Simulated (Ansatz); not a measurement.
Crystal: TiCo.

```xyz
2
Lattice="2.9861 0.0000 0.0000 0.0000 2.9861 0.0000 0.0000 0.0000 2.9861" Properties=species:S:1:pos:R:3 pbc="T T T"
Co    1.4931    1.4931    1.4931
Ti    0.0000    0.0000    0.0000
```

The cell comes from a database or a generator and needn't be the stable form of this composition.

Base run:

| Property | Result |
| --- | --- |
| Program | Ansatz 0.2.0 |
| Functional | PBEsol |
| Potentials or basis | Ansatz PAW |
| Cutoff | 420 eV (not typed: the program's choice for these potentials) |
| k mesh | 8 × 8 × 8 |
| Occupations | fermi-dirac, width 0.05 eV |
| Spin | collinear spin, ferromagnetic start |
| Starting moments | [1.0, 0.5] μB |
| Fixed moment | 1.5 μB |

Its results: pressure -5.2 GPa; site moments Co +1.19; Ti +0.21 μB.

After a change of settings the same cell gave: pressure -0.9 GPa; site moments Co +1.52; Ti +0.45 μB. Which change was it?
A. fixed moment from 1.5 μB to 3 μB; moments at the start from [1.0, 0.5] to [2.0, 1.0]
B. fixed moment from 1.5 μB to 0.8 μB; moments at the start from [1.0, 0.5] to [0.53, 0.27]
C. fixed moment from 1.5 μB to 4.5 μB; moments at the start from [1.0, 0.5] to [3.0, 1.5]
D. fixed moment from 1.5 μB to 2.2 μB; moments at the start from [1.0, 0.5] to [1.47, 0.73]

D.

Caveats: the total moment is fixed, so each spin has its own Fermi level; the PAW data sets come from PBE, with cores solved anew for the run's functional, which leaves a small shift of forces and pressure; the thresholds are loose for stress.
